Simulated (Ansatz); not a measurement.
The geometry is COD entry 9008875, unchecked; take it as a test cell.

An input for SiC and the output that it gave: DFT, PBE, all-electron PAW with datasets made for the crystal, scalar-relativistic (Ansatz 0.2.0).

```yaml
crystal:
  lattice:
    - [3.0759982064, 0.0, 0.0]
    - [-1.5379991032, 2.6638925888, 0.0]
    - [0.0, 0.0, 5.048]
  atoms:
    - { symbol: Si, position: [0.3333333333, 0.6666666667, 0.0] }
    - { symbol: Si, position: [0.6666666667, 0.3333333333, 0.5] }
    - { symbol: C, position: [0.3333333333, 0.6666666667, 0.385] }
    - { symbol: C, position: [0.6666666667, 0.3333333333, 0.885] }
kpoints:
  mp_grid: { grid: [15, 15, 8] }
  band_path:
    path:
      - [0.0, 0.0, 0.0]
      - [0.5, 0.0, 0.0]
      - [0.3333333333, 0.3333333333, 0.0]
      - [0.0, 0.0, 0.0]
      - [0.0, 0.0, 0.5]
      - [0.5, 0.0, 0.5]
      - [0.3333333333, 0.3333333333, 0.5]
      - [0.0, 0.0, 0.5]
      - [0.5, 0.0, 0.5]
    npoints: 8
scf:
  occupations: { method: fermi_dirac, width: 0.08 }
hamiltonian:
  xc: pbe
  pseudopotentials: { kind: all_electron, datasets: crystal }
output:
  forces: true
  stress: true
  eigenvalues: true
  efg: { contact_densities: true }
```

What the program printed:

```
hamiltonian.pseudopotentials.datasets: crystal makes datasets for this crystal and solves the spheres of its atoms anew in each pass: cutoff 340.0 eV, the density's 1700.0 eV; for an error of 0.50 meV an atom under PBE, 2.0 meV for the cell; an energy difference from a run of another recipe may be off by several times the error for the cell, under r2SCAN by more, where some 0.1 meV an atom stays at smaller errors; C in spheres of 0.947 Å, 4 of its electrons in bands; Si in spheres of 0.915 Å, 4 of its electrons in bands, 8 on its site; only band paths and densities of states list, in semicore columns, the levels of the semicore shells that are solved separately: 2s of Si, 2p of Si
band count auto-derived: 13 (N_el = 16.0; filled up to band 8; 12 by the electrons, moments and atoms)
Engine: ansatz 0.2.0
Pseudopotentials: kind: all_electron
Pseudopotential: Si, paw, valence charge 12, recommended cutoff 340 eV (normal), Koelling and Harmon's equation, gaussian nucleus
Pseudopotential: C, paw, valence charge 4, recommended cutoff 340 eV (normal), Koelling and Harmon's equation, gaussian nucleus
Functional definition: PBE
  parameter kappa = 0.804
  parameter beta = 0.06672455060314922
  exchange = pbe_x(kappa = kappa, mu = beta*pi^2/3)
  correlation = pbe_c(beta = beta)
Crystal: 4 atoms, lattice volume = 41.364 Å³
Basis set: ecut = 340 eV, 591 PW (Γ), exchange–correlation on 48×48×72 points (8 copies of the dense FFT grid, shifted against one another)
Bands: 13, of which v1, the nominal top of the filled ones, is band 8 counted from 1 (7 counted from 0)
Symmetry: 12 space group operations
Space group: P63mc (ITA 186), of the structure as read, at distance tolerance 3.5e-5 Å
k-points: 135 of 1800 (time reversal used)
Non-local potential: Si, projectors of the file, l = 0: 1, l = 1: 1
Non-local potential: C, projectors of the file, l = 0: 1, l = 1: 1
PAW form: soft (Blöchl's): semilocal exchange-correlation on the pseudo side does not see the compensation charge
PAW one-centre angular grid: Si, 110 points (default); XC on its mesh's 1865 points in the sphere
PAW one-centre angular grid: C, 110 points (default); XC on its mesh's 1951 points in the sphere
Initial density: superposition of atomic densities (neutral atoms: chi_scale 0, normalization atom)
Initial wavefunctions: pseudopotential atomic-orbital guess
Functional: x = pbe(κ = 0.804, μ = 0.2195149727645171), c = pbe(β = 0.06672455060314922)
iter 1 solved again at ethr=7.52e-2 eV; its pass at ethr=1.00e-1 eV (dr2=1.20e1 eV) is discarded
SCF iter   1: F=—  HF=-17862.233076 eV  |F-HF|=—  |Δ(HF+E_count)|=         —  Δρ=1.58e-1  dr2=1.21e1  ethr=7.52e-2  ⟨swp⟩=2.0  Hψ=10985  notcnv=0
preconditioner: auto → none  [insulator: Δε(μ)=4.495 eV  Ē_g=13.359 eV  σ=0.080 eV  W_gap=1.00  n_scr=2 (ndim 8)  ℏωp=23.1 eV  f_vac=0.000  D(μ)=0.00/eV (n_scr^D=0)  ε∞_Penn≈4.0]
iter 2 solved again at ethr=3.76e-3 eV; its pass at ethr=7.52e-2 eV (dr2=6.02e-1 eV) is discarded
SCF iter   2: F=—  HF=-17859.093433 eV  |F-HF|=—  |Δ(HF+E_count)|=    3.14e0  Δρ=4.88e-2  dr2=6.21e-1  ethr=3.76e-3  ⟨swp⟩=3.4  Hψ=8806  notcnv=0  defer=53
SCF iter   3: F=—  HF=-17858.985647 eV  |F-HF|=—  |Δ(HF+E_count)|=   1.08e-1  Δρ=1.73e-2  dr2=7.10e-2  ethr=3.76e-3  ⟨swp⟩=3.1  Hψ=3977  notcnv=0  defer=7
SCF iter   4: F=—  HF=-17859.016563 eV  |F-HF|=—  |Δ(HF+E_count)|=   3.09e-2  Δρ=5.47e-3  dr2=9.02e-3  ethr=4.43e-4  ⟨swp⟩=2.3  Hψ=4606  notcnv=0  defer=32
SCF iter   5: F=—  HF=-17859.020207 eV  |F-HF|=—  |Δ(HF+E_count)|=   3.64e-3  Δρ=1.02e-3  dr2=3.57e-4  ethr=5.64e-5  ⟨swp⟩=3.1  Hψ=3365  notcnv=0  defer=15
SCF iter   6: F=—  HF=-17859.022716 eV  |F-HF|=—  |Δ(HF+E_count)|=   2.51e-3  Δρ=3.60e-4  dr2=1.71e-5  ethr=2.23e-6  ⟨swp⟩=3.1  Hψ=5342  notcnv=0  defer=10
SCF iter   7: F=—  HF=-17859.022741 eV  |F-HF|=—  |Δ(HF+E_count)|=   2.53e-5  Δρ=6.07e-5  dr2=1.92e-7  ethr=1.07e-7  ⟨swp⟩=3.0  Hψ=3292  notcnv=0  defer=2
SCF iter   8: F=-17859.022742 eV  HF=-17859.022742 eV  |F-HF|=2.93e-8  |Δ(HF+E_count)|=   1.30e-6  Δρ=1.10e-5  dr2=4.92e-8  ethr=1.20e-9  ⟨swp⟩=3.0  Hψ=3927  notcnv=0
WARN: these bands are not tested for levels that they lack, and near the highest can lack one: the test was left open at 1 of its k-points (by spin channel)
1 of the run's printed levels, from 15.26 eV on, may lie off, as they stand: their residual norms reach 0.021 eV (residual_norms_ev in the JSON report holds each one's)
SCF 1 converged in 8 iterations: F = -17859.022733 eV  dr2 = 4.92e-8
  Residual-converged pass: ⟨swp⟩=3.1  Hψ=3679  notcnv=0  max |occ|·‖R‖ = 6.6e-6 eV (tolerance 6.7e-6 eV)  dr2=5.15e-8  dr2_onsite=1.95e-8  max |Δocc| = 2.9e-12
  greatest PAW one-centre occupation: 0.510 electrons in one spin orbital (limit 2), on the C atom at site 3 (counted from 0), in its partial waves of l = 0
NSCF: frozen V_eff on 65 k-points
SCF converged after 8 iterations
Free energy (F): -17859.022733 eV
Harris-Foulkes:  -17859.022733 eV  (|F-HF|=2.93e-8)
Internal energy: -17859.022733 eV  (E = F + TS)
E sigma→0 (E₀):  -17859.022733 eV
Past the cutoff: the bands carry plane waves up to 1.75 times it, of which those up to 1.5 times it add -0.000373 eV an atom, each by itself; the spheres take 0.000195 eV an atom off the energy for waves past 1.75 times it
By the cutoff:   a pressure is off by up to 0.008 GPa (1.2 times the spheres' own share and the shells' term, over an atom's volume, and 0.004 GPa: a bound that held against runs at twice the plane waves)
Past the cutoffs: a stress includes 0.0040 GPa for waves and charges beyond them, in addition to the slope of what the spheres take
In the spheres:  the bands' charges fall short by 2.0e-7 e at most (sound up to 1e-3), those of shells solved beside the bands by 8.1e-8 e (sound up to 5e-4)
Fermi energy:    12.248956 eV
--- Per-component energies (eV) ---
  The terms above E_closure are by the made datasets' own strengths, without shells solved beside the bands.
--- Forces (eV/Å), atoms counted from 1 ---
  atom   1  Si     0.00000000     0.00000000     0.75222334
  atom   2  Si    -0.00000000    -0.00000000     0.75222334
  atom   3  C     -0.00000000     0.00000000    -0.75226907
  atom   4  C      0.00000000     0.00000000    -0.75226907
  max |Σ_I F_I| component: 9.15e-5 eV/Å
--- Stress (GPa, compression-positive) ---
        5.315121      -0.000000      -0.000000
       -0.000000       5.315121      -0.000000
       -0.000000      -0.000000       0.491033
  P = ⅓ Tr σ = 3.7071 GPa (37.071 kbar)
  It holds what live shells' own plane waves past their cutoff add
--- PAW observables at the nuclei: V_zz in 10²¹ V/m², potentials from the cell's mean, atoms counted from 1 ---
  atom   1  Si V_zz =    +1.647851   η = 0.0000   by run symmetry: allowed
            electrostatic potential = -1361.954478 V   contact ρ = 12816.061067 e/Å³
  atom   2  Si V_zz =    +1.647851   η = 0.0000   by run symmetry: allowed
            electrostatic potential = -1361.954478 V   contact ρ = 12816.061067 e/Å³
  atom   3  C  V_zz =    +0.249547   η = 0.0000   by run symmetry: allowed
            electrostatic potential = -418.703987 V   contact ρ = 867.049969 e/Å³
  atom   4  C  V_zz =    +0.249547   η = 0.0000   by run symmetry: allowed
            electrostatic potential = -418.703987 V   contact ρ = 867.049969 e/Å³
--- Band table (eV; the first three rows and the last of 135) ---
  k-point 0: bands = ["-4.6633", "-1.1624", "2.3699", "9.5049", "9.5049", "10.7861", "10.7861", "11.0631", "15.6813"]
  k-point 1: bands = ["-4.5872", "-1.4770", "2.8107", "9.5470", "9.5470", "10.6061", "10.7294", "10.7294", "15.7518"]
  k-point 2: bands = ["-4.3602", "-2.1403", "3.8482", "9.4922", "9.6692", "9.6692", "10.5719", "10.5719", "15.9616"]
  k-point 134: bands = ["0.1479", "0.1479", "3.1237", "3.1237", "5.2062", "5.2062", "9.3118", "9.3118", "15.8758"]
```
